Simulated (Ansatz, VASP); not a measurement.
**LiF: VASP beside Ansatz**

```
CELL_PARAMETERS angstrom
-3.09116 3.09116 2.43383
3.09116 -3.09116 2.43383
3.09116 3.09116 -2.43383
ATOMIC_POSITIONS crystal
Li 0.45213 0.65966 0.50000
Li 0.15966 0.95213 0.50000
Li 0.95213 0.45213 0.79248
Li 0.65966 0.15966 0.20752
F 0.34709 0.84709 0.80596
F 0.04112 0.54112 0.19404
F 0.84709 0.04112 0.50000
F 0.54112 0.34709 0.50000
```

Alike in both runs: functional PBE; k mesh 6 × 6 × 6; occupations gaussian, width 0.02 eV; no spin polarisation.

Ansatz relaxed the structure, and its values are those at the end. VASP's run is a single point on that final structure, the one shown.

|  | VASP | Ansatz |
| --- | --- | --- |
| version | VASP 6.6.1 | Ansatz 0.2.0 |
| potentials or method | VASP PAW PBE potentials, release 64 (Li_sv, F) | scalar-relativistic, plane waves, PAW |
| plane-wave cutoff (eV) | 520 | 420 |
| valence electrons in the cell | 40 | 40 |

```tsv
	VASP	Ansatz	Ansatz less VASP
gap on the k mesh at the Fermi level (eV)	7.06	7.07	+0.009
least direct gap on the mesh (eV)	7.06	7.07	+0.009
```

The functional is the same, so the differences come from potentials, cutoffs and numerics.

 A k mesh can miss the band edges. PBE gaps usually lie below the measured ones, often by a third to a half.
